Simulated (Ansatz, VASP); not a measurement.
**Cross-check of ZnS (Sphalerite) between VASP and Ansatz**

Wanted: the spread between two codes on one cell, functional and k mesh. The cell is taken from a series of VASP runs on this material, whose earlier steps may have relaxed, scaled or displaced it; both programs get it as it stands.

Program: Ansatz 0.2.0. Level of theory: plane waves, with VASP 6.6.1 beside it; band structure at PBE0. Results are calculated unless marked as measured.

## (1) Set-up

The structure is cubic, space group F-43m (No. 216). Conventional cell: a = 5.409 Å, b = 5.409 Å, c = 5.409 Å, α = 90.00°, β = 90.00°, γ = 90.00°. Zn has 4 S at 2.34 Å nearest. S has 4 Zn at 2.34 Å nearest. Farther neighbours and most contacts between anions are not listed.

Coordinates:

```xyz
2
Lattice="0.0000 2.7046 2.7046 2.7046 0.0000 2.7046 2.7046 2.7046 0.0000" Properties=species:S:1:pos:R:3 pbc="T T T"
Zn    0.0000    0.0000    0.0000
S     4.0570    4.0570    4.0570
```

## (2) VASP: band structure, PBE0

Levels along a path test the potential and the projectors away from the mesh points.

Lines of VASP's logs that name or quote its potential files are left out, and so is its time.

The run reads the wave functions of an earlier VASP run, which isn't shown here.

File INCAR:

```
SYSTEM = ZnS
PREC = Accurate
ENCUT = 350
EDIFF = 1E-06
NELM = 100
ISMEAR = 0
SIGMA = 0.03
LREAL = .FALSE.
ALGO = Normal
LHFCALC = .TRUE.
AEXX = 0.25
GGA = PE
LASPH = .TRUE.
NBANDS = 15
PRECFOCK = Fast
HFRCUT = -1
LORBIT = 11
LWAVE = .FALSE.
LCHARG = .FALSE.
KPAR = 4
```

File POSCAR:

```
ZnS
1.0
    0.0000000000      2.7046500000      2.7046500000
    2.7046500000      0.0000000000      2.7046500000
    2.7046500000      2.7046500000      0.0000000000
Zn S
1 1
Direct
    0.0000000000      0.0000000000      0.0000000000
    0.7500000000      0.7500000000      0.7500000000
```

File KPOINTS:

```
Automatic mesh
0
Gamma
5 5 5
0 0 0
```

File KPOINTS_OPT:

```
Line mode
10
Line-mode
Reciprocal
  0.00000000   0.00000000   0.00000000 GAMMA
  0.50000000   0.00000000   0.50000000 X

  0.50000000   0.00000000   0.50000000 X
  0.50000000   0.25000000   0.75000000 W

  0.50000000   0.25000000   0.75000000 W
  0.37500000   0.37500000   0.75000000 K

  0.37500000   0.37500000   0.75000000 K
  0.00000000   0.00000000   0.00000000 GAMMA

  0.00000000   0.00000000   0.00000000 GAMMA
  0.50000000   0.50000000   0.50000000 L

  0.50000000   0.50000000   0.50000000 L
  0.62500000   0.25000000   0.62500000 U

  0.62500000   0.25000000   0.62500000 U
  0.50000000   0.25000000   0.75000000 W

  0.50000000   0.25000000   0.75000000 W
  0.50000000   0.50000000   0.50000000 L

  0.50000000   0.50000000   0.50000000 L
  0.37500000   0.37500000   0.75000000 K

  0.62500000   0.25000000   0.62500000 U
  0.50000000   0.00000000   0.50000000 X
```

PAW data sets: Zn and S (PBE family, release 64).

Launch:

```bash
> mpirun -np 4 vasp_std
```

Numbers of over 12 decimals in the logs are rounded to 6 here.

Output:

```text
[banner, memory and clock lines left out]
running    4 mpi-ranks, on    1 nodes
 distrk:  each k-point on    1 cores,    4 groups
 distr:  one band on    1 cores,    1 groups

 POSCAR found type information on POSCAR ZnS
 POSCAR found :  2 types and       2 ions
 LDA part: xc-table for (Slater+PW92), standard interpolation
 found WAVECAR, reading the header
 POSCAR, INCAR and KPOINTS ok, starting setup
 FFT: planning ... GRIDC
 FFT: planning ... GRID_SOFT
 FFT: planning ... GRID
 HFRCUT set to (new)   10.569673
 reading WAVECAR
 the WAVECAR file was read successfully
 initial charge from wavefunction
 entering main loop
       N       E                     dE             d eps       ncg     rms          rms(c)
DAV:   1    -0.895715412668E+01   -0.89572E+01   -0.11440E+00   402   0.312E+01    0.265E+00
DAV:   2    -0.891969168567E+01    0.37462E-01   -0.25329E-01   349   0.104E+01    0.169E+00
DAV:   3    -0.891641330330E+01    0.32784E-02   -0.32501E-02   377   0.320E+00    0.115E+00
DAV:   4    -0.891575010161E+01    0.66320E-03   -0.35388E-03   314   0.706E-01    0.730E-01
DAV:   5    -0.891561411115E+01    0.13599E-03   -0.67984E-04   397   0.280E-01    0.447E-01
DAV:   6    -0.891557324264E+01    0.40869E-04   -0.10651E-04   314   0.839E-02    0.259E-01
DAV:   7    -0.891554616693E+01    0.27076E-04   -0.12305E-05   300   0.355E-02    0.138E-01
DAV:   8    -0.891553700012E+01    0.91668E-05   -0.59766E-06   328   0.163E-02    0.694E-02
DAV:   9    -0.891553410538E+01    0.28947E-05   -0.15917E-06   327   0.932E-03    0.347E-02
DAV:  10    -0.891553302805E+01    0.10773E-05   -0.46610E-07   234   0.585E-03    0.183E-02
DAV:  11    -0.891553259392E+01    0.43413E-06   -0.24706E-07   178   0.421E-03
   1 F= -.89155326E+01 E0= -.89155326E+01  d E =-.560019E-17
 Start KPOINTS_OPT (optional k-point list driver)
k-point batch [1-10\100]
       N       E                     dE             ncg
DAV:   1     0.120408078532E+03   -0.25827E+04      300
DAV:   2    -0.890754444418E+03   -0.10112E+04      335
DAV:   3    -0.960166662243E+03   -0.69412E+02      377
DAV:   4    -0.961299394690E+03   -0.11327E+01      391
DAV:   5    -0.961311307299E+03   -0.11913E-01      398
DAV:   6    -0.961311491472E+03   -0.18417E-03      384
DAV:   7    -0.961311495258E+03   -0.37863E-05      384
DAV:   8    -0.961311495344E+03   -0.85427E-07      283
[...]
k-point batch [91-100\100]
       N       E                     dE             ncg
DAV:   1    -0.352196075555E+02   -0.58614E+04      300
DAV:   2    -0.975531681821E+03   -0.94031E+03      363
DAV:   3    -0.103046996601E+04   -0.54938E+02      356
DAV:   4    -0.103130190233E+04   -0.83194E+00      398
DAV:   5    -0.103131135693E+04   -0.94546E-02      412
DAV:   6    -0.103131150642E+04   -0.14949E-03      405
DAV:   7    -0.103131150955E+04   -0.31232E-05      398
DAV:   8    -0.103131150961E+04   -0.66125E-07      318
```

OUTCAR, selected parts (step 2):

```text
ion  position               nearest neighbor table
   1  0.000  0.000  0.000-   2 2.34   2 2.34   2 2.34   2 2.34
   2  0.750  0.750  0.750-   1 2.34   1 2.34   1 2.34   1 2.34

  LATTYP: Found a face centered cubic cell.
 ALAT       =     5.4093000000

 Subroutine GETGRP returns: Found 24 space group operations
 (whereof 24 operations were pure point group operations)

The static configuration has the point symmetry T_d .

 Found     10 irreducible k-points:

   k-points           NKPTS =     10   k-points in BZ     NKDIM =    125   number of bands    NBANDS=     15

   dimension x,y,z NGX =    24 NGY =   24 NGZ =   24
   dimension x,y,z NGXF=    48 NGYF=   48 NGZF=   48

   ENCUT  =  350.0 eV  25.72 Ry    5.07 a.u.   5.83  5.83  5.83*2*pi/ulx,y,z

   NELECT =      18.0000    total number of electrons

 k-points in reciprocal lattice and weights: Automatic mesh
   0.00000000  0.00000000  0.00000000       0.008
   0.20000000  0.00000000  0.00000000       0.064
   0.40000000  0.00000000  0.00000000       0.064
   0.20000000  0.20000000  0.00000000       0.048
   0.40000000  0.20000000  0.00000000       0.192
  -0.40000000  0.20000000  0.00000000       0.192
  -0.20000000  0.20000000  0.00000000       0.096
   0.40000000  0.40000000  0.00000000       0.048
  -0.40000000  0.40000000  0.00000000       0.096
  -0.40000000  0.40000000  0.20000000       0.192

  exchange ACFDT corr.  =         0.00000000  see jH, gK, PRB 81, 115126

 average (electrostatic) potential at core
       1 -28.3172       2 -84.5413

 E-fermi :   1.1540

 k-point     1 :       0.0000    0.0000    0.0000
  band No.  band energies     occupation
    ...
      5      -6.4449      2.00000
      6      -6.4449      2.00000
      7       0.9845      2.00000
      8       0.9845      2.00000
      9       0.9845      2.00000
     10       4.9804      0.00000
     11       9.4001      0.00000
     12       9.4001      0.00000
     13       9.4001      0.00000
     14      14.9451      0.00000
    ...

 k-point     2 :       0.2000    0.0000    0.0000
  band No.  band energies     occupation
    ...
      5      -6.4460      2.00000
      6      -6.4460      2.00000
      7      -1.3157      2.00000
      8       0.6336      2.00000
      9       0.6336      2.00000
     10       6.2994      0.00000
     11       9.5271      0.00000
     12       9.9455      0.00000
     13       9.9455      0.00000
     14      13.9859      0.00000
    ...

 k-point     3 :       0.4000    0.0000    0.0000
  band No.  band energies     occupation
    ...
      5      -6.4269      2.00000
      6      -6.4269      2.00000
      7      -4.0891      2.00000
      8       0.1393      2.00000
      9       0.1393      2.00000
     10       6.2890      0.00000
     11       9.9749      0.00000
     12       9.9749      0.00000
     13      11.5427      0.00000
     14      14.9696      0.00000
    ...

  energy-cutoff  :      350.00
  volume of cell :       39.57
      direct lattice vectors                 reciprocal lattice vectors
     0.000000000  2.704650000  2.704650000    -0.184866803  0.184866803  0.184866803
     2.704650000  0.000000000  2.704650000     0.184866803 -0.184866803  0.184866803
     2.704650000  2.704650000  0.000000000     0.184866803  0.184866803 -0.184866803

 POSITION                                       TOTAL-FORCE (eV/Angst)
 -----------------------------------------------------------------------------------
      0.00000      0.00000      0.00000        -0.000000     -0.000000     -0.000000
      4.05697      4.05697      4.05697         0.000000      0.000000      0.000000
 -----------------------------------------------------------------------------------
    total drift:                               -0.000123     -0.000109     -0.000068

  FREE ENERGIE OF THE ION-ELECTRON SYSTEM (eV)
  ---------------------------------------------------
  free  energy   TOTEN  =        -8.9155325939 eV

  energy  without entropy=       -8.9155325939  energy(sigma->0) =       -8.91553259

 total charge
# of ion       s       p       d       tot
------------------------------------------
    1        0.485   0.470   9.833  10.787
    2        1.304   2.470   0.000   3.774
--------------------------------------------------
tot          1.789   2.939   9.833  14.561

[... 3 further parts left out ...]
```

[end of part 1 of 2]

[Lines on the potential files, build, host, timing and source positions are cut from VASP's logs without a mark.]

[Logs are printed without paths, hosts, clocks, repeated set-up lines and the standing remarks that a program may print on its own settings, such as how far it seeks lower states.]

[Hosts, paths, dates, database ids (printed as entryN), source tags and the programs' standing remarks are cut or masked in the printed files.]
